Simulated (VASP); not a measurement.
# MgZn15S16 (a cell with a defect) (Wurtzite-4H) in VASP: electric field gradients with PBE

Aim: the electric field gradients of MgZn15S16 (a cell with a defect) (Wurtzite-4H) with PBE.

Program: VASP 6.6.1. These are calculated values, not measurements. Logs are shortened: lines on timing, memory, paths and dates and some standing lists are left out, and cuts for length are marked.

## (1) The structure

The cell holds a defect, 32 atoms: a = 7.645 Å, b = 7.645 Å, c = 12.520 Å, α = 90.00°, β = 90.00°, γ = 120.00°.

## (2) Electric field gradients, PBE

INCAR reads:

```
  PREC = Accurate
  ENCUT = 520
  EDIFF = 1E-8
  ISMEAR = -1
  SIGMA = 0.01
  LREAL = Auto
  LASPH = T
  NELM = 100
  ALGO = Fast
  ISIF = 2
  LWAVE = F
  LCHARG = F
  GGA = PE
  LEFG = T
  NBANDS = 161
```

KPOINTS reads:

```
regular mesh
0
Gamma
  3 3 2
```

POSCAR reads:

```
MgZn15S16
1.0
    7.6454000000      0.0000000000      0.0000000000
   -3.8227000000      6.6211106220      0.0000000000
    0.0000000000      0.0000000000     12.5200000000
Zn Mg S
15 1 16
Direct
    0.0000000000      0.0000000000      0.0000000000
    0.0000000000      0.5000000000      0.0000000000
    0.5000000000      0.0000000000      0.0000000000
    0.5000000000      0.5000000000      0.0000000000
    0.0000000000      0.0000000000      0.5000000000
    0.0000000000      0.5000000000      0.5000000000
    0.5000000000      0.0000000000      0.5000000000
    0.5000000000      0.5000000000      0.5000000000
    0.1666666666      0.8333333334      0.2500000000
    0.6666666666      0.3333333334      0.2500000000
    0.6666666666      0.8333333334      0.2500000000
    0.3333333334      0.1666666666      0.7500000000
    0.3333333334      0.6666666666      0.7500000000
    0.8333333334      0.1666666666      0.7500000000
    0.8333333334      0.6666666666      0.7500000000
    0.1666666666      0.3333333334      0.2500000000
    0.0000000000      0.0000000000      0.1875000000
    0.0000000000      0.5000000000      0.1875000000
    0.5000000000      0.0000000000      0.1875000000
    0.5000000000      0.5000000000      0.1875000000
    0.0000000000      0.0000000000      0.6875000000
    0.0000000000      0.5000000000      0.6875000000
    0.5000000000      0.0000000000      0.6875000000
    0.5000000000      0.5000000000      0.6875000000
    0.1666666666      0.3333333334      0.4375000000
    0.1666666666      0.8333333334      0.4375000000
    0.6666666666      0.3333333334      0.4375000000
    0.6666666666      0.8333333334      0.4375000000
    0.3333333334      0.1666666666      0.9375000000
    0.3333333334      0.6666666666      0.9375000000
    0.8333333334      0.1666666666      0.9375000000
    0.8333333334      0.6666666666      0.9375000000
```

Potentials or basis: VASP PAW PBE potentials, release 64 (Zn, Mg, S).

On the command line:

```bash
cat potpaw_PBE.64/Zn/POTCAR potpaw_PBE.64/Mg/POTCAR potpaw_PBE.64/S/POTCAR > POTCAR
mpirun -np 1 vasp_std > vasp.out
```

OUTCAR:

```text
PREC = Accurate
   ENCUT = 520
   EDIFF = 1E-8
   ISMEAR = -1
   LREAL = Auto
   LASPH = T
   NELM = 100
   ISIF = 2
   GGA = PE

 ion  position               nearest neighbor table
   1  0.000  0.000  0.000-  31 2.34  32 2.34  29 2.34  17 2.35
   2  0.000  0.500  0.000-  32 2.34  31 2.34  30 2.34  18 2.35
   3  0.500  0.000  0.000-  29 2.34  30 2.34  31 2.34  19 2.35
   4  0.500  0.500  0.000-  30 2.34  29 2.34  32 2.34  20 2.35
   5  0.000  0.000  0.500-  26 2.34  25 2.34  28 2.34  21 2.35
   6  0.000  0.500  0.500-  25 2.34  26 2.34  27 2.34  22 2.35
[... 24 lines left out ...]
  31  0.833  0.167  0.938-   1 2.34   2 2.34   3 2.34  14 2.35
  32  0.833  0.667  0.938-   2 2.34   1 2.34   4 2.34  15 2.35

  LATTYP: Found a hexagonal cell.
 ALAT       =     7.6454000000
 C/A-ratio  =     1.6375859994

  Lattice vectors:

 A1 = (   7.6454000000,   0.0000000000,   0.0000000000)
 A2 = (  -3.8227000000,   6.6211106220,   0.0000000000)
 A3 = (   0.0000000000,   0.0000000000,  12.5200000000)

Analysis of symmetry for initial positions (statically):
=====================================================================
 Subroutine PRICEL returns:
 Original cell was already a primitive cell.

 Routine SETGRP: Setting up the symmetry group for a
 hexagonal supercell.

 Subroutine GETGRP returns: Found  6 space group operations
 (whereof  2 operations were pure point group operations)
 out of a pool of 24 trial point group operations.

The static configuration has the point symmetry C_1h.
 The point group associated with its full space group is C_3v.

Analysis of symmetry for dynamics (positions and initial velocities):
=====================================================================
 Subroutine PRICEL returns:
 Original cell was already a primitive cell.

 Routine SETGRP: Setting up the symmetry group for a
 hexagonal supercell.

 Subroutine GETGRP returns: Found  6 space group operations
 (whereof  2 operations were pure point group operations)
 out of a pool of 24 trial point group operations.

[... 1121 lines left out ...]
    151       7.2885      0.00000
 [bands above 151 left out]

------------------------ aborting loop because EDIFF is reached ----------------------------------------

  FORCE on cell =-STRESS in cart. coord.  units (eV):
  Direction    XX          YY          ZZ          XY          YZ          ZX
  --------------------------------------------------------------------------------------
  -------------------------------------------------------------------------------------
  Total        8.7073681      8.7073681      7.8901544      0.0000000     -0.0000000      0.0000000
  in kB       22.0121316     22.0121316     19.9462243      0.0000000     -0.0000000      0.0000000
  external PRESSURE =      21.3234958 kB  Pullay stress =       0.0000000 kB

 VOLUME and BASIS-vectors are now :
 -----------------------------------------------------------------------------
  energy-cutoff  :      520.00
  volume of cell :      633.78
      direct lattice vectors                 reciprocal lattice vectors
     7.645400000  0.000000000  0.000000000     0.130797604  0.075516032  0.000000000
    -3.822700000  6.621110622  0.000000000     0.000000000  0.151032064  0.000000000
     0.000000000  0.000000000 12.520000000     0.000000000  0.000000000  0.079872204

 POSITION                                       TOTAL-FORCE (eV/Angst)
 -----------------------------------------------------------------------------------
      0.00000      0.00000      0.00000        -0.000000     -0.036829      0.030573
     -1.91135      3.31056      0.00000        -0.031895      0.018414      0.030573
      3.82270      0.00000      0.00000        -0.000000     -0.000000      0.017481
      1.91135      3.31056      0.00000         0.031895      0.018414      0.030573
      0.00000      0.00000      6.26000        -0.000000      0.015183      0.051195
     -1.91135      3.31056      6.26000         0.013149     -0.007592      0.051195
[... 24 lines left out ...]
      5.73405      1.10352     11.73750        -0.001820     -0.001051      0.010217
      3.82270      4.41407     11.73750        -0.000000     -0.000000     -0.019392
 -----------------------------------------------------------------------------------
    total drift:                               -0.000003     -0.000002      0.010688

  FREE ENERGIE OF THE ION-ELECTRON SYSTEM (eV)
  ---------------------------------------------------
  free  energy   TOTEN  =      -110.9156569664 eV

  energy  without entropy=     -110.9156569664  energy(sigma->0) =     -110.91565697

 Electric field gradients (V/A^2)
---------------------------------------------------------------------
 ion       V_xx      V_yy      V_zz      V_xy      V_xz      V_yz
---------------------------------------------------------------------
   1      -0.652    -1.460     2.112    -0.002     0.000    -0.065
   2      -1.256    -0.855     2.112     0.347    -0.056     0.033
   3      -1.145    -1.147     2.291    -0.002     0.000    -0.000
   4      -1.256    -0.855     2.112    -0.350     0.056     0.033
   5      -0.636    -0.654     1.289    -0.002    -0.000    -0.147
   6      -0.648    -0.642     1.289     0.005    -0.128     0.074
[... 24 lines left out ...]
  31      -0.955    -1.217     2.172     0.226     0.071     0.041
  32      -0.626    -0.626     1.251    -0.000     0.000    -0.000
---------------------------------------------------------------------

 Electric field gradients after diagonalization (V/A^2)
 (convention: |V_zz| > |V_xx| > |V_yy|)
----------------------------------------------------------------------
 ion       V_xx      V_yy      V_zz     asymmetry (V_yy - V_xx)/ V_zz
----------------------------------------------------------------------
   1      -1.461    -0.652     2.113       0.383
   2      -1.458    -0.655     2.113       0.380
   3      -1.148    -1.144     2.291       0.002
   4      -1.461    -0.652     2.113       0.383
   5      -0.665    -0.636     1.301       0.023
   6      -0.662    -0.638     1.301       0.018
[... 24 lines left out ...]
  31      -1.347    -0.827     2.174       0.240
  32      -0.626    -0.625     1.251       0.000
----------------------------------------------------------------------

           NMR quadrupolar parameters

 Cq : quadrupolar parameter    Cq=e*Q*V_zz/h
 eta: asymmetry parameters     (V_yy - V_xx)/ V_zz
 Q  : nuclear electric quadrupole moment in mb (millibarn)
----------------------------------------------------------------------
 ion       Cq(MHz)       eta       Q (mb)
----------------------------------------------------------------------
   1       0.005       0.383       1.000
   2       0.005       0.380       1.000
   3       0.006       0.002       1.000
   4       0.005       0.383       1.000
   5       0.003       0.023       1.000
   6       0.003       0.018       1.000
[... 24 lines left out ...]
  31       0.005       0.240       1.000
  32       0.003       0.000       1.000
----------------------------------------------------------------------
```

OSZICAR:

```text
N       E                     dE             d eps       ncg     rms          rms(c)
DAV:   1     0.279201607529E+04    0.27920E+04   -0.12122E+05  1932   0.205E+03
[... 24 lines left out ...]
RMM:  26    -0.110915657816E+03   -0.39964E-06   -0.15113E-06  2178   0.307E-03    0.661E-03
RMM:  27    -0.110915657419E+03    0.39614E-06   -0.35736E-07  2194   0.206E-03    0.418E-03
RMM:  28    -0.110915657154E+03    0.26559E-06   -0.20921E-07  2161   0.101E-03    0.452E-03
RMM:  29    -0.110915656967E+03    0.18718E-06   -0.13597E-07  2136   0.142E-03    0.704E-03
RMM:  30    -0.110915656908E+03    0.58535E-07   -0.54655E-08  1956   0.695E-04    0.693E-03
RMM:  31    -0.110915656976E+03   -0.67746E-07   -0.22432E-08  1449   0.464E-04    0.393E-03
RMM:  32    -0.110915656966E+03    0.94296E-08   -0.12846E-08  1304   0.310E-04
   1 F= -.11091566E+03 E0= -.11091566E+03  d E =-.143679E-11
```

stdout:

```text
POSCAR found type information on POSCAR ZnMgS
 POSCAR found :  3 types and      32 ions
 scaLAPACK will be used
 LDA part: xc-table for (Slater+PW92), standard interpolation
 POSCAR, INCAR and KPOINTS ok, starting setup
 FFT: planning ... GRIDC
 FFT: planning ... GRID_SOFT
 FFT: planning ... GRID
 WAVECAR not read
 entering main loop
WARNING in EDDRMM: call to ZHEGV failed, returncode =   8  4    151
WARNING in EDDRMM: call to ZHEGV failed, returncode =   8  4    142
WARNING in EDDRMM: call to ZHEGV failed, returncode =   8  4    159
ion   1

ion   2
     0.0000468     0.0019574    -0.0006206     0.0735189     0.0010748    -0.0011301
     0.0000645     0.0019574    -0.0006206     0.0735189     0.0010748    -0.0011301
     0.0000888     0.0019574    -0.0006206     0.0735189     0.0010748    -0.0011301
     0.0001223     0.0019574    -0.0006206     0.0735189     0.0010748    -0.0011301

     0.0000468    -0.3171103    -0.0405413    -1.7178970     0.0702195     0.1830838
     0.0000645    -0.3171057    -0.0405404    -1.7178600     0.0702180     0.1830811
     0.0000888    -0.3170981    -0.0405389    -1.7177991     0.0702154     0.1830767
     0.0001223    -0.3170855    -0.0405365    -1.7176994     0.0702113     0.1830694
[... 120 lines left out ...]
ion  22
     0.0000369    -0.0151402     0.0197070    -0.0664574    -0.0341335     0.0087412
     0.0000508    -0.0151402     0.0197070    -0.0664574    -0.0341335     0.0087412
     0.0000700    -0.0151402     0.0197070    -0.0664574    -0.0341335     0.0087412
     0.0000964    -0.0151402     0.0197070    -0.0664574    -0.0341335     0.0087412

     0.0000369    -0.2376517     0.3011001    -0.9768474    -0.5215207     0.1372083
     0.0000508    -0.2376
```

Run time: 23 min. Hardware: 1 thread of Intel Xeon 6975P-C (Granite Rapids), shared host; peak memory 0.96 GiB.

Results:

| Property | Result |
| --- | --- |
| Free energy | -110.9157 eV |
| Pressure | 2.1 GPa |
| Largest force | 0.718 eV/Å |
| Band gap on the k mesh | 2.22 eV, direct |

Forces in eV/Å, atoms in the order of the input:
```
Zn   0.000 -0.037  0.031
Zn  -0.032  0.018  0.031
Zn   0.000  0.000  0.017
Zn   0.032  0.018  0.031
Zn   0.000  0.015  0.051
Zn   0.013 -0.008  0.051
Zn   0.000  0.000  0.035
Zn  -0.013 -0.008  0.051
Zn  -0.043 -0.025 -0.023
Zn   0.000  0.049 -0.023
Zn   0.043 -0.025 -0.023
Zn  -0.004  0.002  0.004
Zn   0.000 -0.005  0.004
Zn   0.004  0.002  0.004
Zn   0.000  0.000  0.024
Mg   0.000  0.000  0.021
S    0.000 -0.659 -0.276
S   -0.570  0.329 -0.276
S    0.000  0.000 -0.043
S    0.570  0.329 -0.276
S    0.000 -0.008 -0.043
S   -0.007  0.004 -0.043
S    0.000  0.000 -0.048
S    0.007  0.004 -0.043
S    0.000  0.000  0.718
S    0.002  0.001  0.011
S    0.000 -0.003  0.011
S   -0.002  0.001  0.011
S    0.002 -0.001  0.010
S    0.000  0.002  0.010
S   -0.002 -0.001  0.010
S    0.000  0.000 -0.019
```

Stress tensor (GPa, compression positive):
```
2.20 0.00 0.00
0.00 2.20 0.00
0.00 0.00 1.99
```

Levels at points of the mesh, in eV from the valence-band top:
```
           k point  band 137  band 138  band 139  band 140  band 141  band 142
(0.00, 0.00, 0.00)     -0.05      0.00      0.00      2.22      3.24      3.34
(0.00, 0.00, 0.50)     -0.18     -0.10     -0.10      3.02      3.09      3.35
```

Electric field gradients, principal values (V/Å²):
```
 atom     Vxx     Vyy      Vzz
 1 Zn  -0.652  -1.461    2.113
 2 Zn  -0.655  -1.458    2.113
 3 Zn  -1.144  -1.148    2.291
 4 Zn  -0.652  -1.461    2.113
 5 Zn  -0.636  -0.665    1.301
 6 Zn  -0.638  -0.662    1.301
 7 Zn  -0.909  -0.913    1.822
 8 Zn  -0.636  -0.665    1.301
 9 Zn  -0.381  -0.434    0.815
10 Zn  -0.381  -0.434    0.815
11 Zn  -0.379  -0.435    0.814
12 Zn  -0.142  -0.273    0.415
13 Zn  -0.145  -0.270    0.415
14 Zn  -0.145  -0.270    0.415
15 Zn   0.056   0.060   -0.116
16 Mg  -0.113  -0.116    0.230
 17 S  23.154  24.874  -48.028
 18 S  23.154  24.874  -48.027
 19 S  -0.609  -0.610    1.219
 20 S  23.154  24.874  -48.028
 21 S  -0.315  -1.086    1.400
 22 S  -0.315  -1.086    1.400
 23 S  -0.831  -0.831    1.662
 24 S  -0.315  -1.086    1.400
 25 S  22.214  22.214  -44.428
 26 S  -1.024  -1.128    2.152
 27 S  -1.024  -1.128    2.152
 28 S  -1.024  -1.127    2.152
 29 S  -0.826  -1.348    2.174
 30 S  -0.827  -1.347    2.174
 31 S  -0.827  -1.347    2.174
 32 S  -0.625  -0.626    1.251
```

PBE gaps usually lie below the measured ones, often by a third to a half.
